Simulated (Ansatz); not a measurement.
Crystal: FeO.

```xyz
2
Lattice="2.9029 0.0000 0.0000 -1.4515 2.5140 0.0000 0.0000 0.0000 2.8331" Properties=species:S:1:pos:R:3 pbc="T T T"
Fe    0.0000    0.0000    0.0000
O     1.4515    0.8380    1.4165
```

The cell comes from a database or a generator and needn't be the stable form of this composition.

| Quantity | Value |
| --- | --- |
| Program | Ansatz 0.2.0 |
| Task | relaxation of cell and atoms |
| Functional | BLYP |
| Dispersion | D4 |
| Potentials or basis | Ansatz PAW |
| Cutoff | 420 eV (not typed: the program's choice for these potentials) |
| k mesh | 10 × 10 × 9 |
| Occupations | fermi-dirac, width 0.05 eV |
| Spin | collinear spin, ferromagnetic start |
| Starting moments | [3.0, 0.0] μB |

At the start: volume 10.34 Å³/atom.

Q: How do energy, volume and symmetry change on relaxing?

A: It ends after 7 steps and the volume is 9.79 Å³/atom (-5.3 %); space group P-6m2 (No. 187, to 0.05 Å); moment 3.99 μB per cell.

Step by step:
| step | energy change (eV) | largest force (eV/Å) | volume (Å³) |
| --- | --- | --- | --- |
| 1 | 0.0000 | 0.0000 | 20.68 |
| 2 | -0.0332 | 0.0000 | 20.01 |
| 3 | -0.0397 | 0.0000 | 19.58 |
| 4 | -0.0396 | 0.0000 | 19.61 |
| 5 | -0.0358 | 0.0000 | 19.61 |
| 6 | -0.0360 | 0.0000 | 19.58 |
| 7 | -0.0359 | 0.0000 | 19.58 |

Final structure:
```cif
data_structure
_symmetry_space_group_name_H-M 'P 1'
_symmetry_Int_Tables_number 1
_cell_length_a 2.8598
_cell_length_b 2.8598
_cell_length_c 2.7640
_cell_angle_alpha 90.000
_cell_angle_beta 90.000
_cell_angle_gamma 120.000
_cell_volume 19.58
loop_
_atom_site_label
_atom_site_type_symbol
_atom_site_fract_x
_atom_site_fract_y
_atom_site_fract_z
_atom_site_occupancy
Fe1 Fe 0.00000 0.00000 0.00000 1
O1 O 0.66667 0.33333 0.50000 1
```

Caveat: the plane-wave basis is chosen anew once the cell has moved, so the energies of steps on either side of that aren't comparable; the pressure holds a Pulay correction of +0.8 GPa for the finite cutoff; a cell with one magnetic atom can't hold antiferromagnetic order, which such compounds often take; pairwise dispersion overbinds metals, which lowers pressure and volume; the PAW data sets come from PBE, with cores solved anew for the run's functional, which leaves a small shift of forces and pressure.
